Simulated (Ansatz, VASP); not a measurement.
## HfO2 in VASP and in Ansatz

File POSCAR:

```
HfO2
1.0
    5.1180000000      0.0000000000      0.0000000000
    0.0000000000      5.1857000000      0.0000000000
   -0.8586630598      0.0000000000      5.2138671406
Hf O
4 8
Direct
    0.2767005635      0.0418826006      0.2081301438
    0.7232994365      0.5418826006      0.2918698562
    0.7232994365      0.9581173994      0.7918698562
    0.2767005635      0.4581173994      0.7081301438
    0.4465506246      0.7583829787      0.4802694342
    0.5534493754      0.2583829787      0.0197305658
    0.5534493754      0.2416170213      0.5197305658
    0.4465506246      0.7416170213      0.9802694342
    0.0726412681      0.3392495111      0.3389486831
    0.9273587319      0.8392495111      0.1610513169
    0.9273587319      0.6607504889      0.6610513169
    0.0726412681      0.1607504889      0.8389486831
```

Contents of INCAR.step1:

```
ALGO = Normal ; EDIFF = 1E-4
ENCUT = 520 ; GGA = PE
ISMEAR = -1 ; LASPH = T
LCHARG = F ; LREAL = F
LWAVE = T ; NBANDS = 56
NELM = 100 ; PREC = Accurate
SIGMA = 0.02
```

The input INCAR.step2:

```
ALGO = Normal ; EDIFF = 1E-8
ENCUT = 520 ; ISIF = 2
ISMEAR = -1 ; ISTART = 1
LASPH = T ; LCHARG = F
LEFG = T ; LMIXTAU = T
LREAL = F ; LWAVE = F
METAGGA = R2SCAN ; NBANDS = 56
NELM = 100 ; PREC = Accurate
SIGMA = 0.02
```

KPOINTS

```
k-points
0
Gamma
  5 5 5
```

Input for Ansatz:

```yaml
crystal:
  lattice:
    - [5.118, 0.0, 0.0]
    - [0.0, 5.1857, 0.0]
    - [-0.8586630598, 0.0, 5.2138671406]
  atoms:
    - { symbol: Hf, position: [0.2767005635, 0.0418826006, 0.2081301438] }
    - { symbol: Hf, position: [0.7232994365, 0.5418826006, 0.2918698562] }
    - { symbol: Hf, position: [0.7232994365, 0.9581173994, 0.7918698562] }
    - { symbol: Hf, position: [0.2767005635, 0.4581173994, 0.7081301438] }
    - { symbol: O, position: [0.4465506246, 0.7583829787, 0.4802694342] }
    - { symbol: O, position: [0.5534493754, 0.2583829787, 0.0197305658] }
    - { symbol: O, position: [0.5534493754, 0.2416170213, 0.5197305658] }
    - { symbol: O, position: [0.4465506246, 0.7416170213, 0.9802694342] }
    - { symbol: O, position: [0.0726412681, 0.3392495111, 0.3389486831] }
    - { symbol: O, position: [0.9273587319, 0.8392495111, 0.1610513169] }
    - { symbol: O, position: [0.9273587319, 0.6607504889, 0.6610513169] }
    - { symbol: O, position: [0.0726412681, 0.1607504889, 0.8389486831] }
kpoints:
  mp_grid: { grid: [5, 5, 5] }
scf:
  occupations: { method: fermi_dirac, width: 0.02 }
hamiltonian:
  xc: r2scan
  pseudopotentials: { kind: paw }
output:
  forces: true
  stress: true
  populations: true
  efg:
    quadrupole_moments_barn: { Hf: 3.365, O: -0.02558 }
    contact_densities: true
  write_density: true
  write_potential: true
  elf: true
  volumetric_format: npy
```

Alike in both runs: task electric field gradients; functional r2SCAN; k mesh 5 × 5 × 5; occupations fermi-dirac, width 0.02 eV; no spin polarisation.

|  | VASP | Ansatz |
| --- | --- | --- |
| version | VASP 6.6.1 | Ansatz 0.2.0 |
| potentials or method | VASP PAW PBE potentials, release 64 (Hf_pv, O) | plane-wave PAW, scalar-relativistic |
| plane-wave cutoff (eV) | 520 | 500 |
| valence electrons in the cell | 88 | 152 |

```csv
,VASP,Ansatz,Ansatz less VASP
gap on the k mesh at the Fermi level (eV),4.58,4.62,+0.045
pressure (GPa),-4.1,-0.7,+3.42
largest component of the traceless stress (GPa),0.55,0.53,-0.017
rms of the force components (eV/Å),0.080,0.042,-0.0379
Vzz of the field gradient on the site that differs most (V/Å²),11.2,-11.2,-22.38
```

Atom by atom the forces differ by 0.039 eV/Å (rms over components). The two sets of potentials don't hold the same shells in valence. Ansatz warned: «gradients_without_spin_orbit».

Caveats: the PAW data sets were made with another functional, which shifts forces and pressure a little (VASP); spin-orbit coupling is left out, which moves the levels of the heavy elements; an odd mesh through Γ misses points on the zone boundary, where band edges often lie. r2SCAN opens gaps a little over a GGA but as a rule still falls short of measured ones.
